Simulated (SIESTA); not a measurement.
Set up this calculation in SIESTA 5.4.2, as an ASE script.

| Item | Value |
| --- | --- |
| Task | single point |
| Functional | PBEsol |
| Potentials or basis | PseudoDojo 0.4 standard (PBEsol files) |
| Basis | DZP (energy shift 0.003 Ry; two zetas on semicore shells) |
| Grid cutoff | 800 Ry |
| Energy shift | 0.003 Ry |
| k mesh | 10 × 10 × 9 |
| Occupations | fermi-dirac, width 0.05 eV |
| Spin | no spin polarisation |

The structure of Mg lies in Mg.xyz:

```xyz
1
Lattice="3.0502998005 0.0000000000 0.0000000000 -1.5251499003 2.6416371164 0.0000000000 0.0000000000 0.0000000000 3.0448375700" Properties=species:S:1:pos:R:3 pbc="T T T"
Mg     0.0000000000      0.0000000000      0.0000000000
```

This isn't the form of Mg at room conditions, which is hcp.

One way to write it, as run:

run.py

```python
from ase.io import read
from ase.calculators.siesta import Siesta
from ase.units import Ry, GPa

atoms = read("Mg.xyz")

fdf = {
    'SCFMustConverge': False,
    'OccupationFunction': 'FD',
    'ElectronicTemperature': '0.05 eV',
    'MaxSCFIterations': '120',
    'SCF.Mixer.Method': 'Pulay',
    'SCF.Mixer.Weight': '0.25',
    'SCF.Mixer.History': '8',
    'SCF.DM.Tolerance': '5.0e-05',
    'SCF.H.Tolerance': '1.0e-03 eV',
    'WriteForces': 'true',
    'Charge.Mulliken': 'end',
    'Charge.Hirshfeld': 'end',
    'Charge.Voronoi': 'end',
    'SaveRho': 'true',
    'SaveElectrostaticPotential': 'true',
    'PAO.Basis': ['Mg.1 4', 'n=2 0 2', '  2.604 0.000', 'n=3 0 2', '  8.229 0.000', 'n=2 1 2', '  2.943 0.000', 'n=3 1 1', '  8.229'],
}
calc = Siesta(
    label="Mg",
    command="siesta < PREFIX.fdf > PREFIX.out",
    pseudo_path="pseudos",
    pseudo_qualifier="",
    xc=('GGA', 'PBEsol'),
    basis_set="DZP",
    mesh_cutoff=800 * Ry,
    energy_shift=0.003 * Ry,
    kpts=[10, 10, 9],
    spin="non-polarized",
    fdf_arguments=fdf,
)
atoms.calc = calc

print(f"energy = {atoms.get_potential_energy():.6f} eV")
free = atoms.get_potential_energy(force_consistent=True)
print(f"free energy = {free:.6f} eV")
print("forces (eV/A):")
print(atoms.get_forces(apply_constraint=False).round(6))
print("stress (GPa, Voigt order, tension positive):", (atoms.get_stress() / GPa).round(4))
```

Potentials or basis: PseudoDojo 0.4 standard (PBEsol files), DZP (energy shift 0.003 Ry; two zetas on semicore shells).

Run with:

```console
$ python run.py
```

Results of the run:

```json
{"Pressure": "1.2 GPa", "Band gap on the k mesh": "none (metal or under the smearing width)"}
```

Caveat: the basis of atomic orbitals isn't converged, which shifts pressures, moduli and gaps.

Wall time 10 s on 1 thread of Arm Neoverse V1 (shared host), peak memory 0.19 GiB.
